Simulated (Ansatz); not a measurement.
# From barrier to diffusion: Ti in Ti

Theory: Ansatz, DFT PBE, scalar-relativistic, plane waves, PAW. (420 eV cutoff, 4×4×4 k-mesh, shifted by half a step, Gaussian smearing of 0.10 eV, no spin polarisation)

Host crystal, relaxed:

```xyz
3
Lattice="4.5795 0.0000 0.0000 -2.2898 3.9660 0.0000 0.0000 0.0000 2.8322" Properties=species:S:1:pos:R:3 pbc="T T T"
Ti    0.0000    0.0000    0.0000
Ti    0.0000    2.6440    1.4161
Ti    2.2898    1.3220    1.4161
```

In a supercell of 18 host sites, interstitial Ti hops to an equivalent place, moving 0.65 Å. Climbing-image nudged elastic band at fixed cell; the order of the saddle wasn't checked, and the small cell leaves errors of about a tenth of an eV. Both ends share most of their nearest neighbours, so the atom only shifts within one site or cage, and diffusion needs further steps that weren't computed.

| image | path (Å) | E − E(0) (eV) |
| --- | --- | --- |
| 0 | 0.00 | 0.000 |
| 1 | 0.75 | 0.209 |
| 2 | 1.50 | 0.210 |
| 3 | 2.25 | 0.345 |
| 4 | 3.01 | 0.210 |
| 5 | 3.76 | 0.209 |
| 6 | 4.51 | 0.000 |

Question: What are the barriers forward and back, and what attempt frequency does the shape suggest?

Answer: Forward 0.35 eV, back 0.35 eV, the ends being level. For a sinusoidal profile E_b sin²(πx/l), with the Ti atom alone moving, ν = (1/l)√(E_b/2m) = 9.1×10¹² s⁻¹, within an order of magnitude of the customary 10¹³ s⁻¹; a true prefactor needs the vibrations at the minimum and at the saddle.

Question: With ν = 10¹³ s⁻¹, give the forward jump rate along this one path, the wait 1/k for that jump, the diffusivity D ≈ l²k and the distance √(Dt) covered in an hour at 300, 600 and 1000 K, taking the host as solid throughout.

Answer: k = ν exp(−E_b/k_BT):
| T (K) | k (1/s) | wait (s) | D (cm²/s) | √(Dt) in 1 h (nm) |
| --- | --- | --- | --- | --- |
| 300 | 1.6×10⁷ | 6.3×10⁻⁸ | 6.7×10⁻¹⁰ | 1.6×10⁴ |
| 600 | 1.3×10¹⁰ | 7.9×10⁻¹¹ | 5.3×10⁻⁷ | 4.4×10⁵ |
| 1000 | 1.8×10¹¹ | 5.5×10⁻¹² | 7.7×10⁻⁶ | 1.7×10⁶ |

D = l²k holds for six equivalent jumps in three dimensions (z l²k/6) and is a scale otherwise. Long-range transport needs a connected net of such jumps, and traps slow it. D is that of an interstitial already there; self-diffusion in the crystal is slower by the defects' share of the sites. An error of 0.1 eV in the barrier changes k by a factor of 48 at 300 K and 3.2 at 1000 K.

Cost: 1 run of about 2.9 core-hours, on Intel Xeon Processor @ 2.70GHz (shared hosts).